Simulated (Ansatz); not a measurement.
## Al₂Cu: strain energy, fitted

Al₂Cu, Fm-3m, a = 5.734 Å. The structure is a Materials Project entry; whether it is the stable form wasn't checked. Ansatz: r2SCAN, PAW, 500 eV, Γ-centred 10×10×6 mesh on 6 atoms, Gaussian smearing 0.10 eV; no spin polarisation. Series: uniaxial strain along c, with a, b and atoms relaxed; x is the strain in per cent. The axes a, b, c are those of the computed cell (4.055, 4.055, 5.734 Å), along [1 1 0], [-1 1 0], [0 0 1] of the cell named above. y is the free energy over the unstrained cell, V0 = 15.712 Å³/atom.

```tsv
x (%)	y (meV/atom)
-6.0	?
-4.0	10.32
-2.0	1.38
0.0	0.00
2.0	4.59
4.0	13.45
6.0	24.90
```

Task: Fit y = c2 x² + c3 x³ to the other rows, turn c2 into a modulus, and predict the missing energy.

Result: Least squares on the rows shown. y = 0.68622 x² + 0.0048816 x³. In eV per unit strain² c2 is 6.862; this is Young's modulus along the axis (E = ½ Y V0 ε²): 2 × 6.862 × 160.2 / (15.712) = 140 GPa. The unstrained cell keeps some stress along the strain, worth a slope of 0.75 meV/atom per %, which the form leaves out. With a term in x⁴ added, the coefficient of x² becomes 0.8876, 29 % more, which shows how far this figure hangs on the form. At x = -6.0 the fit asked for gives 23.65 meV/atom. The run gave 28.19 meV/atom, so the fit is 4.54 meV/atom too low, 16 % of the span of the series, against an rms of 1.45 meV/atom on the fitted rows. The row lies outside the fitted range. With a term in x⁴ added, a fit to the same known rows predicts 13.83 meV/atom, further off still.